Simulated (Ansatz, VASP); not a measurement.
**Two plane-wave programs on SnO2**

INCAR

```
SYSTEM = SnO2
PREC = Accurate ; ENCUT = 520
EDIFF = 1E-6 ; ISMEAR = 0
SIGMA = 0.05 ; LREAL = .False.
LASPH = .True. ; NELM = 60
ALGO = Normal ; ISIF = 2
LWAVE = .False. ; LCHARG = .False.
NBANDS = 35
```

File KPOINTS:

```
regular mesh
0
Gamma
  6 6 8
  0 0 0
```

File POSCAR:

```
SnO2
1.0
    4.8626975673      0.0000000000      0.0000000000
    0.0000000000      4.8632134832      0.0000000000
    0.0000000000      0.0000000000      3.2851359508
Sn O
2 4
Direct
    0.5000000000      0.5000000000      0.5000000000
    0.0000000000      0.0000000000      0.0000000000
    0.3059920358      0.2542676980      0.0000000000
    0.8059920358      0.2457323020      0.5000000000
    0.1940079642      0.7542676980      0.5000000000
    0.6940079642      0.7457323020      0.0000000000
```

Input for Ansatz:

```yaml
crystal:
  lattice:
    - [4.8626975673, 0.0, 0.0]
    - [0.0, 4.8632134832, 0.0]
    - [0.0, 0.0, 3.2851359508]
  atoms:
    - { symbol: Sn, position: [0.5, 0.5, 0.5] }
    - { symbol: Sn, position: [0.0, 0.0, 0.0] }
    - { symbol: O, position: [0.3059920358, 0.254267698, 0.0] }
    - { symbol: O, position: [0.8059920358, 0.245732302, 0.5] }
    - { symbol: O, position: [0.1940079642, 0.754267698, 0.5] }
    - { symbol: O, position: [0.6940079642, 0.745732302, 0.0] }
basis:
  ecutwfc: 520.0
kpoints:
  mp_grid: { grid: [6, 6, 8] }
hamiltonian:
  xc: lda
  pseudopotentials: { kind: paw, azcp: { folder: soft_1 } }
scf:
  occupations: { method: gaussian, width: 0.05 }
output:
  forces: true
  stress: true
  eigenvalues: true
```

Alike in both runs: task single point; functional LDA; k mesh 6 × 6 × 8; occupations gaussian, width 0.05 eV; no spin polarisation.

|  | VASP | Ansatz |
| --- | --- | --- |
| version | VASP 6.6.1 | Ansatz 0.2.0 |
| potentials or method | VASP PAW LDA potentials, release 64 (Sn_d, O) | scalar-relativistic, plane waves, PAW |
| plane-wave cutoff (eV) | 520 | 520 |
| valence electrons in the cell | 52 | 52 |

Ansatz gave:

```
gap on the k mesh at the Fermi level (eV)       : 0.61
least direct gap on the mesh (eV)               : 0.97
pressure (GPa)                                  : -12.5
largest component of the traceless stress (GPa) : 5.96
rms of the force components (eV/Å)              : 1.305
```

Task: Which values does VASP return?

Result: gap on the k mesh at the Fermi level (eV): 0.62; least direct gap on the mesh (eV): 0.98; pressure (GPa): -11.6; largest component of the traceless stress (GPa): 6.35; rms of the force components (eV/Å): 1.350.

Atom by atom the forces differ by 0.046 eV/Å (rms over components). Ansatz warned: «pseudo_functional_mismatch».

Caveats: spin-orbit coupling is left out, which moves the levels of the heavy elements; forces of over 1 eV/Å show positions far from the minimum, so gaps and moduli don't describe the material at rest. A k mesh can miss the band edges.
